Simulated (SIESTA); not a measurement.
Runs of SIESTA 5.4.2 on MnO. It takes space group P6_3mc (No. 186, hexagonal). Conventional cell: a = 3.372 Å, b = 3.372 Å, c = 5.386 Å, α = 90.00°, β = 90.00°, γ = 120.00°. Mn (site symmetry 3m) is surrounded by 4 O at 1.96 to 2.08 Å. O (site symmetry 3m) has 4 Mn at 1.96 to 2.08 Å as nearest neighbours. Measurements of this composition are mostly on another form, of space group No. 225.

```tsv
task	level	potentials or basis	cell	k mesh	gap on the mesh (eV)	pressure (GPa)	moment (μB)	largest force (eV/Å)
single point	PBEsol	PseudoDojo 0.4 standard (PBEsol files), DZP (energy shift 0.003 Ry; two zetas on semicore shells)	as given	9 × 9 × 5	none	2.2	9.99	0.70
band structure	PBEsol	PseudoDojo 0.4 standard (PBEsol files), DZP (energy shift 0.003 Ry; two zetas on semicore shells)	as given	9 × 9 × 5	none	2.2	9.99	0.70
band structure	LDA	PseudoDojo 0.4 standard (LDA files), DZP (energy shift 0.003 Ry; two zetas on semicore shells)	as given	9 × 9 × 5	none	-3.1	9.92	(a)
single point	PBEsol	PseudoDojo 0.4 standard (PBEsol files), DZP (energy shift 0.003 Ry; two zetas on semicore shells)	atoms moved at random, drawn with an rms of 0.05 Å	9 × 9 × 5	none	2.1	9.99	1.13
```

Alike in all rows: spin collinear, ferromagnetic start; smearing fermi-dirac 0.05 eV; grid cutoff 800 Ry; energy shift 0.003 Ry.

Task: Fill in the values left out.

Result: (a) 0.65.

Caveats: short orbitals over semicore shells can move pressures by several GPa; the basis of atomic orbitals isn't converged, which shifts pressures, moduli and gaps; semilocal functionals often make such compounds metallic where correlation or magnetic order opens a gap, which also shifts bond lengths; only a ferromagnetic start was run, and an antiferromagnetic order may lie lower in energy.

A gap of «none» marks a metal or a gap under the smearing width.
